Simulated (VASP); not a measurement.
**SrTiO3 in VASP: one cell, several levels of theory**

What does VASP give for SrTiO3 (cubic perovskite), under +1.0 % equal strain in all directions, the cell held fixed? Runs: PBE, r2SCAN. The results are then set beside those of Ansatz 0.2.0 for the same cell.

Program: VASP 6.6.1. PAW datasets, plane waves. (Simulation; spin polarisation is off.)

### Step 1. The system as given

The cell comes from an earlier relaxation with r2SCAN in another program.

Space group Pm-3m (No. 221), cubic; a = 3.946 Å in the conventional setting, 12.29 Å³ an atom. Near Sr stand 12 O at 2.79 Å; near Ti stand 6 O at 1.97 Å; near O stand 2 Ti at 1.97 Å and 4 Sr at 2.79 Å.

The structure in full:

```cif
data_structure
_symmetry_space_group_name_H-M 'Pm-3m'
_symmetry_Int_Tables_number 221
_cell_length_a 3.9459
_cell_length_b 3.9459
_cell_length_c 3.9459
_cell_angle_alpha 90.000
_cell_angle_beta 90.000
_cell_angle_gamma 90.000
_cell_volume 61.44
loop_
_atom_site_label
_atom_site_type_symbol
_atom_site_symmetry_multiplicity
_atom_site_Wyckoff_symbol
_atom_site_fract_x
_atom_site_fract_y
_atom_site_fract_z
_atom_site_occupancy
Sr1 Sr 1 a 0.00000 0.00000 0.00000 1
Ti1 Ti 1 b 0.50000 0.50000 0.50000 1
O1 O 3 c 0.50000 0.50000 0.00000 1
```

### Step 2. Single point with PBE

The input, INCAR:

```
ENCUT = 520.000000
SIGMA = 0.020000
EDIFF = 1.00e-07
GGA = PE
PREC = Accurate
IBRION = -1
ISIF = 2
ISMEAR = -1
NBANDS = 28
NELM = 120
NSW = 0
LASPH = .TRUE.
LCHARG = .FALSE.
LWAVE = .FALSE.
LREAL = .FALSE.
```

The input, KPOINTS:

```
KPOINTS created by Atomic Simulation Environment
0
Gamma
6 6 6
0 0 0
```

The input, KPOINTS_OPT:

```
special points
4
Reciprocal
0.0000000000 0.0000000000 0.0000000000 1
0.0000000000 0.5000000000 0.0000000000 1
0.5000000000 0.5000000000 0.0000000000 1
0.5000000000 0.5000000000 0.5000000000 1
```

The input, POSCAR:

```
Sr Ti O
 1.0000000000000000
     3.9459200166000001    0.0000000000000000    0.0000000000000000
     0.0000000000000000    3.9459200166000001    0.0000000000000000
     0.0000000000000000    0.0000000000000000    3.9459200166000001
 Sr  Ti  O
   1   1   3
Cartesian
  0.0000000000000000  0.0000000000000000  0.0000000000000000
  1.9729600083000001  1.9729600083000001  1.9729600083000001
  1.9729600083000001  1.9729600083000001  0.0000000000000000
  1.9729600083000001  0.0000000000000000  1.9729600083000001
  0.0000000000000000  1.9729600083000001  1.9729600083000001
```

The run uses the recommended PBE PAW datasets (40 valence electrons a neutral cell).

Launch:

```console
mpirun -np 1 vasp_std
```

Printed to the terminal (iteration lines stand in OSZICAR):

```text
POSCAR found type information on POSCAR SrTiO
 POSCAR found :  3 types and       5 ions
 LDA part: xc-table for (Slater+PW92), standard interpolation
 POSCAR, INCAR and KPOINTS ok, starting setup
 FFT: planning ... GRIDC
 FFT: planning ... GRID_SOFT
 FFT: planning ... GRID
 WAVECAR not read
 entering main loop
 Start KPOINTS_OPT (optional k-point list driver)
k-point batch [1-4\4]
```

OSZICAR:

```text
N       E                     dE             d eps       ncg     rms          rms(c)
DAV:   1     0.436060896957E+03    0.43606E+03   -0.21411E+04  1120   0.158E+03
DAV:   2    -0.426808895511E+01   -0.44033E+03   -0.42042E+03  1316   0.442E+02
DAV:   3    -0.483124315039E+02   -0.44044E+02   -0.43720E+02  1512   0.135E+02
DAV:   4    -0.504748663882E+02   -0.21624E+01   -0.21580E+01  1700   0.255E+01
DAV:   5    -0.505319154259E+02   -0.57049E-01   -0.57039E-01  1544   0.340E+00    0.256E+01
DAV:   6    -0.402111585987E+02    0.10321E+02   -0.52589E+01  1568   0.635E+01    0.139E+01
DAV:   7    -0.402138835720E+02   -0.27250E-02   -0.86204E+00  1460   0.219E+01    0.105E+01
DAV:   8    -0.401319765551E+02    0.81907E-01   -0.12969E+00  1380   0.114E+01    0.335E+00
DAV:   9    -0.401204544042E+02    0.11522E-01   -0.28279E-01  1424   0.400E+00    0.133E+00
DAV:  10    -0.401065891980E+02    0.13865E-01   -0.10015E-01  1432   0.254E+00    0.583E-01
DAV:  11    -0.401032689571E+02    0.33202E-02   -0.16627E-02  1752   0.113E+00    0.160E-01
DAV:  12    -0.401031931502E+02    0.75807E-04   -0.11048E-03  1332   0.357E-01    0.149E-01
DAV:  13    -0.401031628377E+02    0.30313E-04   -0.13962E-04  1792   0.115E-01    0.867E-02
DAV:  14    -0.401031127522E+02    0.50086E-04   -0.65733E-04  1260   0.169E-01    0.388E-02
DAV:  15    -0.401031067336E+02    0.60187E-05   -0.91023E-05  1416   0.730E-02    0.137E-02
DAV:  16    -0.401031075008E+02   -0.76727E-06   -0.32837E-06  1484   0.128E-02    0.135E-02
DAV:  17    -0.401031071579E+02    0.34290E-06   -0.15641E-06  1320   0.163E-02    0.534E-03
DAV:  18    -0.401031072563E+02   -0.98378E-07   -0.18101E-07  1080   0.294E-03
   1 F= -.40103107E+02 E0= -.40103107E+02  d E =-.953707E-14
       N       E                     dE             ncg
DAV:   1     0.938989481479E+03   -0.40051E+04      224
DAV:   2    -0.621827228254E+03   -0.15608E+04      236
DAV:   3    -0.807436516844E+03   -0.18561E+03      348
DAV:   4    -0.815636757821E+03   -0.82002E+01      280
DAV:   5    -0.815963767152E+03   -0.32701E+00      300
DAV:   6    -0.815970823522E+03   -0.70564E-02      292
DAV:   7    -0.815970923267E+03   -0.99744E-04      308
DAV:   8    -0.815970924798E+03   -0.15310E-05      300
DAV:   9    -0.815970924817E+03   -0.19699E-07      204
```

The lines after F= are the extra pass for the points of KPOINTS_OPT, at fixed density; their E is not a total energy.

Parts of OUTCAR:

```text
k-points           NKPTS =     20   k-points in BZ     NKDIM =     20   number of bands    NBANDS=     28

   NELECT =      40.0000    total number of electrons

   dimension x,y,z NGX =    30 NGY =   30 NGZ =   30
   dimension x,y,z NGXF=    60 NGYF=   60 NGZF=   60

  energy-cutoff  :      520.00
  volume of cell :       61.44
      direct lattice vectors                 reciprocal lattice vectors
     3.945920017  0.000000000  0.000000000     0.253426323  0.000000000  0.000000000
     0.000000000  3.945920017  0.000000000     0.000000000  0.253426323  0.000000000
     0.000000000  0.000000000  3.945920017     0.000000000  0.000000000  0.253426323

 k-points in reciprocal lattice and weights: KPOINTS created by Atomic Simulation Env
   0.00000000  0.00000000  0.00000000       0.005
   0.16666667  0.00000000  0.00000000       0.028
   0.33333333  0.00000000  0.00000000       0.028
   0.50000000  0.00000000  0.00000000       0.014
   0.16666667  0.16666667  0.00000000       0.056
   0.33333333  0.16666667  0.00000000       0.111
   0.50000000  0.16666667  0.00000000       0.056
   0.33333333  0.33333333  0.00000000       0.056
[... 12 more k-points ...]

 E-fermi :   4.4878

 k-point     1 :       0.0000    0.0000    0.0000
  band No.  band energies     occupation
      1     -52.6810      2.00000
      2     -28.9750      2.00000
      3     -28.9076      2.00000
      4     -28.9076      2.00000
      5     -28.9076      2.00000
      6     -13.4020      2.00000
      7     -12.4459      2.00000
      8     -12.4459      2.00000
      9     -10.9563      2.00000
     10     -10.9563      2.00000
     11     -10.9563      2.00000
     12       1.1152      2.00000
     13       1.1152      2.00000
     14       1.1152      2.00000
     15       2.7944      2.00000
     16       2.7944      2.00000
     17       2.7944      2.00000
     18       3.5406      2.00000
     19       3.5406      2.00000
     20       3.5406      2.00000
     21       5.7091      0.00000
     22       5.7091      0.00000
     23       5.7091      0.00000
     24       7.9984      0.00000
     25       7.9984      0.00000
     26       9.2819      0.00000
     27       9.2819      0.00000
     28       9.8514      0.00000

 k-point     2 :       0.1667    0.0000    0.0000
  band No.  band energies     occupation
      1     -52.6807      2.00000
      2     -29.0014      2.00000
      3     -28.9070      2.00000
      4     -28.9070      2.00000
      5     -28.8915      2.00000
      6     -13.4187      2.00000
      7     -12.4495      2.00000
      8     -12.4370      2.00000
      9     -10.9461      2.00000
     10     -10.9461      2.00000
     11     -10.7896      2.00000
     12       0.7778      2.00000
     13       1.1044      2.00000
     14       1.1044      2.00000
     15       2.4664      2.00000
     16       2.4664      2.00000
     17       2.5755      2.00000
     18       2.8113      2.00000
     19       3.3976      2.00000
     20       3.3976      2.00000
     21       5.7467      0.00000
     22       6.2539      0.00000
     23       6.2539      0.00000
     24       8.0016      0.00000
     25       8.7158      0.00000
     26       9.7029      0.00000
     27       9.7332      0.00000
     28      10.4938      0.00000

 k-point     3 :       0.3333    0.0000    0.0000
  band No.  band energies     occupation
      1     -52.6801      2.00000
      2     -29.0424      2.00000
      3     -28.9058      2.00000
      4     -28.9058      2.00000
      5     -28.8709      2.00000
      6     -13.5318      2.00000
      7     -12.4186      2.00000
      8     -12.2986      2.00000
      9     -10.9253      2.00000
     10     -10.9253      2.00000
     11     -10.5196      2.00000
     12       0.0645      2.00000
     13       1.1027      2.00000
     14       1.1027      2.00000
     15       1.8438      2.00000
     16       1.9038      2.00000
     17       1.9038      2.00000
     18       2.1923      2.00000
     19       3.2393      2.00000
     20       3.2393      2.00000
     21       5.8243      0.00000
     22       7.1347      0.00000
     23       7.1347      0.00000
     24       8.0064      0.00000
     25       9.7103      0.00000
     26      10.6362      0.00000
     27      10.6500      0.00000
     28      11.9098      0.00000

 k-point     4 :       0.5000    0.0000    0.0000
  band No.  band energies     occupation
      1     -52.6798      2.00000
      2     -29.0607      2.00000
      3     -28.9052      2.00000
      4     -28.9052      2.00000
      5     -28.8626      2.00000
      6     -13.6070      2.00000
      7     -12.4092      2.00000
      8     -12.1746      2.00000
      9     -10.9149      2.00000
     10     -10.9149      2.00000
     11     -10.4058      2.00000
     12      -0.3108      2.00000
     13       1.1283      2.00000
     14       1.1283      2.00000
     15       1.4927      2.00000
     16       1.6374      2.00000
     17       1.6374      2.00000
     18       2.0210      2.00000
     19       3.1797      2.00000
     20       3.1797      2.00000
     21       5.8645      0.00000
     22       7.5318      0.00000
     23       7.5318      0.00000
     24       8.0084      0.00000
     25      10.1161      0.00000
     26      11.1019      0.00000
     27      11.1788      0.00000
     28      11.8289      0.00000

 k-point     5 :       0.1667    0.1667    0.0000
  band No.  band energies     occupation
      1     -52.6804      2.00000
      2     -29.0083      2.00000
      3     -28.9225      2.00000
      4     -28.9064      2.00000
      5     -28.8792      2.00000
      6     -13.3872      2.00000
      7     -12.4969      2.00000
      8     -12.4133      2.00000
      9     -10.9353      2.00000
     10     -10.8511      2.00000
     11     -10.7456      2.00000
     12       0.5942      2.00000
     13       0.9327      2.00000
     14       1.0969      2.00000
     15       1.7960      2.00000
     16       2.2340      2.00000
     17       2.6415      2.00000
     18       2.7733      2.00000
     19       3.0928      2.00000
     20       3.1734      2.00000
     21       6.2171      0.00000
     22       6.3339      0.00000
     23       6.5308      0.00000
     24       8.3496      0.00000
     25       9.1369      0.00000
     26      10.0882      0.00000
     27      10.1398      0.00000
     28      10.8965      0.00000

 k-point     6 :       0.3333    0.1667    0.0000
  band No.  band energies     occupation
      1     -52.6798      2.00000
      2     -29.0314      2.00000
      3     -28.9250      2.00000
      4     -28.9052      2.00000
      5     -28.8733      2.00000
      6     -13.4163      2.00000
      7     -12.4518      2.00000
      8     -12.3499      2.00000
      9     -10.9137      2.00000
     10     -10.8152      2.00000
     11     -10.5525      2.00000
     12       0.0199      2.00000
     13       0.6997      2.00000
     14       1.0753      2.00000
     15       1.1021      2.00000
     16       1.7646      2.00000
     17       2.1018      2.00000
     18       2.7226      2.00000
     19       2.9318      2.00000
     20       2.9708      2.00000
     21       6.3204      0.00000
     22       7.1437      0.00000
     23       7.2028      0.00000
     24       8.4579      0.00000
     25      10.0922      0.00000
     26      10.8707      0.00000
     27      11.0877      0.00000
     28      11.9982      0.00000

 k-point     7 :       0.5000    0.1667    0.0000
  band No.  band energies     occupation
      1     -52.6794      2.00000
      2     -29.0455      2.00000
      3     -28.9207      2.00000
      4     -28.9046      2.00000
      5     -28.8734      2.00000
      6     -13.4652      2.00000
      7     -12.3856      2.00000
      8     -12.3046      2.00000
      9     -10.9028      2.00000
     10     -10.8065      2.00000
     11     -10.4611      2.00000
     12      -0.3266      2.00000
     13       0.5128      2.00000
     14       0.8901      2.00000
     15       1.1373      2.00000
     16       1.5152      2.00000
     17       1.9335      2.00000
     18       2.7099      2.00000
     19       2.8509      2.00000
     20       2.8592      2.00000
     21       6.3493      0.00000
     22       7.5324      0.00000
     23       7.5682      0.00000
     24       8.4696      0.00000
     25      10.4957      0.00000
     26      11.3276      0.00000
     27      11.6138      0.00000
     28      12.1640      0.00000

[... the tables of k-points 8 to 20 left out ...]

  Total       -0.2301298     -0.2301298     -0.2301298     -0.0000000     -0.0000000      0.0000000
  in kB       -6.0012065     -6.0012065     -6.0012065     -0.0000000     -0.0000000      0.0000000
  external PRESSURE =      -6.0012065 kB  Pullay stress =       0.0000000 kB

 POSITION                                       TOTAL-FORCE (eV/Angst)
 -----------------------------------------------------------------------------------
      0.00000      0.00000      0.00000         0.000000      0.000000      0.000000
      1.97296      1.97296      1.97296         0.000000      0.000000      0.000000
      1.97296      1.97296      0.00000         0.000000      0.000000      0.000000
      1.97296      0.00000      1.97296         0.000000      0.000000      0.000000
      0.00000      1.97296      1.97296         0.000000      0.000000      0.000000
 -----------------------------------------------------------------------------------
    total drift:                                0.000000      0.000000     -0.000000

  FREE ENERGIE OF THE ION-ELECTRON SYSTEM (eV)
  ---------------------------------------------------
  free  energy   TOTEN  =       -40.1031072563 eV

  energy  without entropy=      -40.1031072563  energy(sigma->0) =      -40.10310726
```

Hardware: 1 MPI rank of Intel Xeon Platinum 8488C, shared host.

The levels at the points of KPOINTS_OPT are read from vasprun.xml.

Near the gap, in eV above the top of the last filled band v; c is the band after it:

```csv
point,v−1,v,c,c+1
Γ,-0.37,-0.37,1.80,1.80
X,-0.73,-0.73,1.95,3.62
M,-1.54,-0.09,3.62,3.62
R,0.00,0.00,4.26,4.26
```

PBE gives an indirect gap of 1.80 eV, from R to Γ; the least direct gap is 2.17 eV. The pressure is -0.60 GPa; the forces vanish within 0.01 eV/Å.

[end of part 1 of 2]
